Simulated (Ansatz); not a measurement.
# HfO2: the cost of one run

Program: Ansatz 0.2.0. Level of theory: DFT PBE, scalar-relativistic, plane waves, PAW. These are calculated values, not measurements.

## 1. Starting point

The structure is orthorhombic, space group Pca2_1 (No. 29). Conventional cell: a = 5.219 Å, b = 5.005 Å, c = 5.033 Å, α = 90.00°, β = 90.00°, γ = 90.00°. Around Hf (site symmetry 1) lie 7 O at 2.02 to 2.23 Å. Around O (site symmetry 1) lie 3 Hf at 2.02 to 2.13 Å. O (site symmetry 1) is surrounded by 4 Hf at 2.11 to 2.23 Å.

As a file:

```
Hf O
1.0
    -5.21946    5.00476    5.03268
     5.21946   -5.00476    5.03268
     5.21946    5.00476   -5.03268
Hf O
16 32
Direct
  0.25446 0.13722 0.15024
  0.75446 0.63722 0.15024
  0.75446 0.13722 0.65024
  0.25446 0.63722 0.65024
  0.00446 0.10422 0.36724
  0.50446 0.60422 0.36724
  0.50446 0.10422 0.86724
  0.00446 0.60422 0.86724
  0.98698 0.38722 0.13276
  0.48698 0.88722 0.13276
  0.48698 0.38722 0.63276
  0.98698 0.88722 0.63276
  0.73698 0.35422 0.34976
  0.23698 0.85422 0.34976
  0.23698 0.35422 0.84976
  0.73698 0.85422 0.84976
  0.22531 0.37357 0.21961
  0.72531 0.87357 0.21961
  0.72531 0.37357 0.71961
  0.22531 0.87357 0.71961
  0.97531 0.00570 0.10174
  0.47531 0.50570 0.10174
  0.47531 0.00570 0.60174
  0.97531 0.50570 0.60174
  0.47620 0.11312 0.09703
  0.97620 0.61312 0.09703
  0.97620 0.11312 0.59703
  0.47620 0.61312 0.59703
  0.72620 0.37917 0.11308
  0.22620 0.87917 0.11308
  0.22620 0.37917 0.61308
  0.72620 0.87917 0.61308
  0.26609 0.12917 0.40297
  0.76609 0.62917 0.40297
  0.76609 0.12917 0.90297
  0.26609 0.62917 0.90297
  0.51609 0.36312 0.38692
  0.01609 0.86312 0.38692
  0.01609 0.36312 0.88692
  0.51609 0.86312 0.88692
  0.65396 0.12357 0.39826
  0.15396 0.62357 0.39826
  0.15396 0.12357 0.89826
  0.65396 0.62357 0.89826
  0.90396 0.25570 0.28039
  0.40396 0.75570 0.28039
  0.40396 0.25570 0.78039
  0.90396 0.75570 0.78039
```

The runs take a perfect supercell of 48 atoms; the defect goes to fractional position (0.225, 0.374, 0.220).

## 2. The perfect supercell

input.yaml

```yaml
crystal:
  lattice:
    - [-5.219463, 5.004764, 5.032685]
    - [5.219463, -5.004764, 5.032685]
    - [5.219463, 5.004764, -5.032685]
  atoms:
    - { symbol: Hf, position: [0.25446, 0.137223, 0.150243] }
    - { symbol: Hf, position: [0.75446, 0.637223, 0.150243] }
    - { symbol: Hf, position: [0.75446, 0.137223, 0.650243] }
    - { symbol: Hf, position: [0.25446, 0.637223, 0.650243] }
    - { symbol: Hf, position: [0.00446, 0.104217, 0.367237] }
    - { symbol: Hf, position: [0.50446, 0.604217, 0.367237] }
    - { symbol: Hf, position: [0.50446, 0.104217, 0.867237] }
    - { symbol: Hf, position: [0.00446, 0.604217, 0.867237] }
    - { symbol: Hf, position: [0.986981, 0.387223, 0.132763] }
    - { symbol: Hf, position: [0.486981, 0.887223, 0.132763] }
    - { symbol: Hf, position: [0.486981, 0.387223, 0.632763] }
    - { symbol: Hf, position: [0.986981, 0.887223, 0.632763] }
    - { symbol: Hf, position: [0.736981, 0.354217, 0.349757] }
    - { symbol: Hf, position: [0.236981, 0.854217, 0.349757] }
    - { symbol: Hf, position: [0.236981, 0.354217, 0.849757] }
    - { symbol: Hf, position: [0.736981, 0.854217, 0.849757] }
    - { symbol: O, position: [0.225311, 0.37357, 0.219614] }
    - { symbol: O, position: [0.725311, 0.87357, 0.219614] }
    - { symbol: O, position: [0.725311, 0.37357, 0.719614] }
    - { symbol: O, position: [0.225311, 0.87357, 0.719614] }
    - { symbol: O, position: [0.975311, 0.005697, 0.101741] }
    - { symbol: O, position: [0.475311, 0.505697, 0.101741] }
    - { symbol: O, position: [0.475311, 0.005697, 0.601741] }
    - { symbol: O, position: [0.975311, 0.505697, 0.601741] }
    - { symbol: O, position: [0.476205, 0.11312, 0.097033] }
    - { symbol: O, position: [0.976205, 0.61312, 0.097033] }
    - { symbol: O, position: [0.976205, 0.11312, 0.597033] }
    - { symbol: O, position: [0.476205, 0.61312, 0.597033] }
    - { symbol: O, position: [0.726205, 0.379172, 0.113084] }
    - { symbol: O, position: [0.226205, 0.879172, 0.113084] }
    - { symbol: O, position: [0.226205, 0.379172, 0.613084] }
    - { symbol: O, position: [0.726205, 0.879172, 0.613084] }
    - { symbol: O, position: [0.266088, 0.129172, 0.402967] }
    - { symbol: O, position: [0.766088, 0.629172, 0.402967] }
    - { symbol: O, position: [0.766088, 0.129172, 0.902967] }
    - { symbol: O, position: [0.266088, 0.629172, 0.902967] }
    - { symbol: O, position: [0.516088, 0.36312, 0.386916] }
    - { symbol: O, position: [0.016088, 0.86312, 0.386916] }
    - { symbol: O, position: [0.016088, 0.36312, 0.886916] }
    - { symbol: O, position: [0.516088, 0.86312, 0.886916] }
    - { symbol: O, position: [0.653956, 0.12357, 0.398259] }
    - { symbol: O, position: [0.153956, 0.62357, 0.398259] }
    - { symbol: O, position: [0.153956, 0.12357, 0.898259] }
    - { symbol: O, position: [0.653956, 0.62357, 0.898259] }
    - { symbol: O, position: [0.903956, 0.255697, 0.280386] }
    - { symbol: O, position: [0.403956, 0.755697, 0.280386] }
    - { symbol: O, position: [0.403956, 0.255697, 0.780386] }
    - { symbol: O, position: [0.903956, 0.755697, 0.780386] }
basis:
  ecutwfc: 420
  fft_grid_basis: typed
kpoints:
  mp_grid: { grid: [2, 2, 2] }
hamiltonian:
  xc: pbe
  pseudopotentials: { kind: paw }
scf:
  occupations: { method: gaussian, width: 0.05 }
output:
  forces: true
  stress: false
  eigenvalues: true
  bader: false
  write_density: true
  volumetric_format: npy
```

On the command line:

```sh
ansatz run input.yaml --threads 4 --pin off --max-ram 10240MiB --backend cpu --events-out ev --progress --plain --runs-dir out
```

Q: Estimate wall time and peak memory on 4 threads of Intel Xeon 6975P-C (Granite Rapids), shared host.

About 10 s, with a peak of 3.6 GiB.
